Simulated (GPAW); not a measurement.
Set up this calculation in GPAW 26.7.0, as an ASE script.

```yaml
Task: relaxation of cell and atoms
Functional: PBE
Potentials_or_basis: GPAW PAW data sets (gpaw-data 1.2.1)
Cutoff: 600 eV
Basis: pw
k_mesh: 8 × 8 × 8
Occupations: fermi-dirac, width 0.05 eV
Spin: no spin polarisation
Maxiter: 150
Optimizer: LBFGS
Fmax: 0.02 eV/Å
Max_steps: 60
Convergence: density=1e-05 forces=0.0001
```

The system is SnSe.

```
CELL_PARAMETERS angstrom
0.00000 3.01000 3.01000
3.01000 0.00000 3.01000
3.01000 3.01000 0.00000
ATOMIC_POSITIONS crystal
Sn 0.00000 0.00000 0.00000
Se 0.50000 0.50000 0.50000
```

Measurements of this composition are mostly on another form, of space group No. 62.

These files were run (other wordings do the same):

run.py

```python
from ase import Atoms
from ase.filters import FrechetCellFilter
from ase.io import write
from ase.optimize import LBFGS
from gpaw import GPAW, PW

atoms = Atoms(['Sn', 'Se'],
              cell=[[0.0, 3.01, 3.01],
                    [3.01, 0.0, 3.01],
                    [3.01, 3.01, 0.0]],
              scaled_positions=[[0.0, 0.0, 0.0],
                                [0.5, 0.5, 0.5]],
              pbc=True)

calc = GPAW(mode=PW(600),
            xc='PBE',
            kpts={'size': (8, 8, 8), 'gamma': True},
            occupations={'name': 'fermi-dirac', 'width': 0.05},
            nbands=19,
            convergence={'density': 1e-05, 'forces': 0.0001},
            maxiter=150,
            txt='gpaw.txt')
atoms.calc = calc
opt = LBFGS(FrechetCellFilter(atoms), trajectory='relax.traj', logfile='-')
done = opt.run(fmax=0.02, steps=60)
calc.write('gs.gpw')
write('result.traj', atoms)
print('Converged:', done)
print('Cell:', atoms.cell.cellpar().round(4))
print('Volume:', round(atoms.get_volume(), 4))
print(atoms.get_scaled_positions().round(5))
```

Potentials or basis: GPAW PAW data sets (gpaw-data 1.2.1), pw.

The run is started by

```sh
$ OMP_NUM_THREADS=1 python run.py
```

Results of the run:

The relaxed volume is 27.68 Å³/atom, the relaxed cell is a = 4.278 Å, b = 4.278 Å, c = 4.278 Å, α = 60.00°, β = 60.00°, γ = 60.00° and the space group after relaxing (to 0.05 Å) is Fm-3m (No. 225). The energy gained by relaxing is 1.0 meV/atom and the ionic steps are 3. The pressure after relaxing is 0.0 GPa and the band gap on the k mesh is 0.53 eV, direct.

Caveat: later steps reuse the first step's grids; spin-orbit coupling is left out, which moves the levels of the heavy elements.

Wall time 50 s on 1 thread of Arm Neoverse V1, on a shared host, peak memory 0.2 GiB.
